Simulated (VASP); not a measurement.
Write the native input for VASP 6.6.1 that does the following.

| Item | Value |
| --- | --- |
| Task | single point |
| Functional | PBE |
| Potentials or basis | VASP PAW PBE potentials, release 64 (Nb_sv, Si) |
| Cutoff | 520 eV |
| k mesh | 6 × 6 × 4 |
| Occupations | gaussian, width 0.1 eV |
| Spin | no spin polarisation |
| Dipole correction | no |
| Further INCAR settings | ALGO = Fast; EDIFF = 1e-07; NBANDS = 42 |

The structure of NbSi2 lies in POSCAR:

```
NbSi2
1.0
    4.8058630000      0.0000000000      0.0000000000
   -2.4029310000      4.1619990000      0.0000000000
    0.0000000000      0.0000000000      6.5881560000
Nb Si
3 6
Direct
    0.5000000000      0.5000000000      0.6666670000
    0.5000000000      0.0000000000      0.0000000000
    0.0000000000      0.5000000000      0.3333330000
    0.6838360000      0.8419180000      0.3333330000
    0.8419180000      0.6838360000      0.0000000000
    0.8419180000      0.1580820000      0.6666670000
    0.3161640000      0.1580820000      0.3333330000
    0.1580820000      0.3161640000      0.0000000000
    0.1580820000      0.8419180000      0.6666670000
```

The cell comes from a database or a generator and needn't be the stable form of this composition.

These files were run (other wordings do the same):

INCAR

```
PREC     = Accurate       # precision mode
ENCUT    = 520            # plane-wave cutoff, eV
EDIFF    = 1E-7           # SCF threshold, eV
ISMEAR   = 0              # smearing method
SIGMA    = 0.1            # smearing width, eV
LREAL    = F              # projectors in reciprocal space
LASPH    = T              # aspherical terms in the spheres
NELM     = 100            # most SCF steps
ALGO     = Fast           # electronic algorithm
ISIF     = 2              # what is computed and relaxed
LWAVE    = F              # write WAVECAR
LCHARG   = F              # write CHGCAR
GGA      = PE             # functional
NBANDS   = 42             # bands
```

KPOINTS

```
Automatic mesh
0
Gamma
  6 6 4
```

Potentials or basis: VASP PAW PBE potentials, release 64 (Nb_sv, Si).

Run with:

```sh
$ cat potpaw_PBE.64/Nb_sv/POTCAR potpaw_PBE.64/Si/POTCAR > POTCAR
$ mpirun -np 1 vasp_std > vasp.out
```

It gave:

```json
{"Pressure": "1.0 GPa", "Largest force": "0.143 eV/Å", "Band gap on the k mesh": "none (metal or under the smearing width)"}
```

It took 3.8 min on 1 thread of AMD EPYC 9R45 96-Core Processor (Zen 5), with other jobs on the host, peak memory 0.25 GiB.
